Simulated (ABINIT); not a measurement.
# BN (P6_3/mmc) in ABINIT: notebook, part 2 of 2

ABINIT 10.8.3 (patched build). The steps go on from the part before.

**4. Single point, LDA**

run.abi

```
pp_dirpath "./"
pseudos "N.LDA_PW-JTH.xml, B.LDA_PW-JTH.xml"

acell 4.7209893936 4.7209893937 12.5396556452
rprim
     1.0000000000     0.0000000000     0.0000000000
    -0.5000000000     0.8660254038     0.0000000000
     0.0000000000     0.0000000000     1.0000000000
ntypat 2
znucl 7 5
natom 4
typat 1 1 2 2
xred
     0.6666666667     0.3333333333     0.2500000000
     0.3333333333     0.6666666667     0.7500000000
     0.6666666667     0.3333333333     0.7500000000
     0.3333333333     0.6666666667     0.2500000000

ecut 22.0
pawecutdg 44.0
pawovlp 30

kptopt 1
ngkpt 9 9 3
nshiftk 1
shiftk 0.0 0.0 0.0

ixc 7

nband 12
occopt 3
tsmear 0.00183747

nstep 100
tolvrs 1.0e-9

iomode 3
prtwf 0
prtden 0
prteig 0
prtebands 0
enunit 1
```

Potentials or basis: JTH PAW LDA v2.0.

Launch:

```sh
$ abinit run.abi > log 2>&1
```

run.abo:

```text
.Version 10.8.3 of ABINIT
 Symmetries : space group P6_3/m m c (#194); Bravais hP (primitive hexag.)
================================================================================
 Values of the parameters that define the memory need of the present run
     intxc =       0    ionmov =       0      iscf =      17    lmnmax =       8
     lnmax =       4     mgfft =      54  mpssoang =       2    mqgrid =    3745
     natom =       4  nloc_mem =       2    nspden =       1   nspinor =       1
    nsppol =       1      nsym =      24    n1xccc =       1    ntypat =       2
    occopt =       3   xclevel =       1
       mpw =        1221          nfft =       21600          nkpt =          24
 PAW method is used; the additional fine FFT grid is defined by:
   mgfftf=        80    nfftf =     72000
================================================================================
================================================================================

--------------------------------------------------------------------------------
------------- Echo of variables that govern the present computation ------------
--------------------------------------------------------------------------------
 -outvars: echo values of preprocessed input variables --------
            acell      4.7209893936E+00  4.7209893937E+00  1.2539655645E+01 Bohr
              amu      1.40067400E+01  1.08110000E+01
             ecut      2.20000000E+01 Hartree
           enunit           1
              ixc           7
         kptrlatt        9    0    0      0    9    0      0    0    3
          kptrlen      3.76189669E+01
[... 240 lines left out ...]
Total energy (eV)   : -4.30558311124297E+03
Total energy DC (eV): -4.30558305102785E+03
...

 Cartesian components of stress tensor (hartree/bohr^3)
  sigma(1 1)=  2.01650564E-04  sigma(3 2)=  0.00000000E+00
  sigma(2 2)=  2.01650564E-04  sigma(3 1)=  0.00000000E+00
  sigma(3 3)=  9.17278377E-05  sigma(2 1)=  4.97106005E-14

-Cartesian components of stress tensor (GPa)         [Pressure= -4.8548E+00 GPa]
- sigma(1 1)=  5.93276443E+00  sigma(3 2)=  0.00000000E+00
- sigma(2 2)=  5.93276442E+00  sigma(3 1)=  0.00000000E+00
- sigma(3 3)=  2.69872616E+00  sigma(2 1)=  1.46253636E-09

== END DATASET(S) ==============================================================
================================================================================

 -outvars: echo values of variables after computation  --------
            acell      4.7209893936E+00  4.7209893937E+00  1.2539655645E+01 Bohr
           etotal     -2.6020947535E+01
            fcart     -2.2814245055E-28 -6.5859052616E-28 -0.0000000000E+00
                       2.2814245055E-28  6.5859052616E-28 -0.0000000000E+00
                       4.5628490109E-28  5.2687242093E-28 -0.0000000000E+00
                      -4.5628490109E-28 -5.2687242093E-28 -0.0000000000E+00
            rprim      1.0000000000E+00  0.0000000000E+00  0.0000000000E+00
                      -5.0000000000E-01  8.6602540380E-01  0.0000000000E+00
                       0.0000000000E+00  0.0000000000E+00  1.0000000000E+00
           strten      2.0165056434E-04  2.0165056402E-04  9.1727837709E-05
                       0.0000000000E+00  0.0000000000E+00  4.9710600503E-14
           xangst      1.2491199991E+00  7.2117976779E-01  1.6589249989E+00
                      -1.7639351575E-11  1.4423595356E+00  4.9767749966E+00
                       1.2491199991E+00  7.2117976779E-01  4.9767749966E+00
                      -1.7639351575E-11  1.4423595356E+00  1.6589249989E+00
             xred      6.6666666667E-01  3.3333333333E-01  2.5000000000E-01
                       3.3333333333E-01  6.6666666667E-01  7.5000000000E-01
                       6.6666666667E-01  3.3333333333E-01  7.5000000000E-01
                       3.3333333333E-01  6.6666666667E-01  2.5000000000E-01
 Calculation completed.
```

It took 10 s on 1 thread of Arm Neoverse V1, shared host; peak memory 0.07 GiB.

What came out:

```
Free energy            : -708.0661 eV
Band gap on the k mesh : 4.24 eV, indirect (least direct gap 4.52 eV)
```

Caveat: the cutoff is too short for stress, so the log's stress isn't used; an odd mesh through Γ misses points on the zone boundary, where band edges often lie; the atomic spheres overlap.

**5. Single point, PBEsol**

run.abi

```
pp_dirpath "./"
pseudos "N.upf, B.upf"

acell 3*1.0
rprim
     4.7209893936     0.0000000000     0.0000000000
    -2.3604946968     4.0884967459     0.0000000000
     0.0000000000     0.0000000000    12.5396556452
ntypat 2
znucl 7 5
natom 4
typat 1 1 2 2
xcart
     1.2491200001     0.7211797682     1.6589250000
    -0.0000000001     1.4423595366     4.9767750000
     1.2491200001     0.7211797682     4.9767750000
    -0.0000000001     1.4423595366     1.6589250000 Angstrom

ecut 36.0

kptopt 1
ngkpt 9 9 3
nshiftk 1
shiftk 0.0 0.0 0.0

ixc -116133

nband 12
occopt 3
tsmear 0.00183747

nstep 100
tolvrs 1.0e-10

iomode 3
prtwf 0
prtden 0
prteig 0
prtebands 0
enunit 1
```

Potentials or basis: PseudoDojo NC SR PBEsol v0.4.1 standard.

Launch:

```sh
$ abinit run.abi > log 2>&1
```

run.abo:

```text
.Version 10.8.3 of ABINIT
 Symmetries : space group P6_3/m m c (#194); Bravais hP (primitive hexag.)
================================================================================
 Values of the parameters that define the memory need of the present run
     intxc =       0    ionmov =       0      iscf =       7    lmnmax =       4
     lnmax =       4     mgfft =      72  mpssoang =       2    mqgrid =    3387
     natom =       4  nloc_mem =       1    nspden =       1   nspinor =       1
    nsppol =       1      nsym =      24    n1xccc =    2501    ntypat =       2
    occopt =       3   xclevel =       2
       mpw =        2521          nfft =       52488          nkpt =          24
================================================================================
================================================================================

--------------------------------------------------------------------------------
------------- Echo of variables that govern the present computation ------------
--------------------------------------------------------------------------------
 -outvars: echo values of preprocessed input variables --------
            acell      1.0000000000E+00  1.0000000000E+00  1.0000000000E+00 Bohr
              amu      1.40067400E+01  1.08110000E+01
             ecut      3.60000000E+01 Hartree
           enunit           1
              ixc     -116133
         kptrlatt        9    0    0      0    9    0      0    0    3
          kptrlen      3.76189669E+01
            natom           4
            nband          12
            ngfft          27      27      72
             nkpt          24
            nstep         100
[... 189 lines left out ...]
band_energy         : -2.54345605639137E+00
...

 Cartesian components of stress tensor (hartree/bohr^3)
  sigma(1 1)= -9.43404061E-05  sigma(3 2)=  0.00000000E+00
  sigma(2 2)= -9.43404062E-05  sigma(3 1)=  0.00000000E+00
  sigma(3 3)= -1.31474834E-05  sigma(2 1)=  0.00000000E+00

-Cartesian components of stress tensor (GPa)         [Pressure=  1.9793E+00 GPa]
- sigma(1 1)= -2.77559057E+00  sigma(3 2)=  0.00000000E+00
- sigma(2 2)= -2.77559058E+00  sigma(3 1)=  0.00000000E+00
- sigma(3 3)= -3.86812316E-01  sigma(2 1)=  0.00000000E+00

== END DATASET(S) ==============================================================
================================================================================

 -outvars: echo values of variables after computation  --------
            acell      1.0000000000E+00  1.0000000000E+00  1.0000000000E+00 Bohr
           etotal     -2.6738827101E+01
            fcart     -1.8237137141E-26  1.0529216037E-26 -0.0000000000E+00
                       2.5566213364E-26 -1.4760660168E-26 -0.0000000000E+00
                      -3.6360203056E-27  2.0992573022E-27 -0.0000000000E+00
                      -3.6930559182E-27  2.1321868285E-27 -0.0000000000E+00
            rprim      4.7209893936E+00  0.0000000000E+00  0.0000000000E+00
                      -2.3604946968E+00  4.0884967459E+00  0.0000000000E+00
                       0.0000000000E+00  0.0000000000E+00  1.2539655645E+01
           strten     -9.4340406062E-05 -9.4340406162E-05 -1.3147483407E-05
                       0.0000000000E+00  0.0000000000E+00  0.0000000000E+00
           xangst      1.2491199996E+00  7.2117976851E-01  1.6589250011E+00
                       4.2173543763E-10  1.4423595363E+00  4.9767749989E+00
                       1.2491199996E+00  7.2117976851E-01  4.9767749989E+00
                       4.2173543763E-10  1.4423595363E+00  1.6589250011E+00
             xred      6.6666666701E-01  3.3333333368E-01  2.5000000034E-01
                       3.3333333367E-01  6.6666666701E-01  7.5000000034E-01
                       6.6666666701E-01  3.3333333368E-01  7.5000000034E-01
                       3.3333333367E-01  6.6666666701E-01  2.5000000034E-01
 Calculation completed.
```

Run time: 21 s. Hardware: 1 thread of Arm Neoverse V1, shared host; peak memory 0.08 GiB.

What came out:

- Free energy: -727.6006 eV
- Pressure: 2.0 GPa
- Band gap on the k mesh: 4.36 eV, indirect (least direct gap 4.64 eV)
- All electrons inside the program's atomic spheres: N 5.77; B 3.54

Stress tensor (GPa, compression positive):
```
2.78 0.00 0.00
0.00 2.78 0.00
0.00 0.00 0.39
```

Caveat: the cutoff is short for stress, so the pressure is rough; an odd mesh through Γ misses points on the zone boundary, where band edges often lie; this functional lacks dispersion, which binds the layers, so the pressure and a relaxed spacing across them are unreliable.

**6. Summary**

| level | potentials or basis | cutoff (eV) | fine-grid cutoff | gap on the mesh (eV) | pressure (GPa) |
| --- | --- | --- | --- | --- | --- |
| PBE | PseudoDojo NC SR PBE v0.4.1 standard | 1143 | - | 4.46 | 4.8 |
| PBEsol | PseudoDojo NC SR PBEsol v0.4.1 standard | 980 | - | 4.36 | 2.0 |
| LDA | JTH PAW LDA v2.0 | 599 | 1197.3 eV | 4.24 | - |

Alike in all rows: task single point; no spin polarisation; cell as given; k mesh 9 × 9 × 3; smearing fermi-dirac 0.05 eV.

Caveats: an odd mesh through Γ misses points on the zone boundary, where band edges often lie; this functional lacks dispersion, which binds the layers, so the pressure and a relaxed spacing across them are unreliable (some runs); the cutoff is short for stress, so the pressure is rough (some runs); the atomic spheres overlap (some runs).

Total energies depend on the potentials used, so only differences within one code and one set of settings carry meaning.
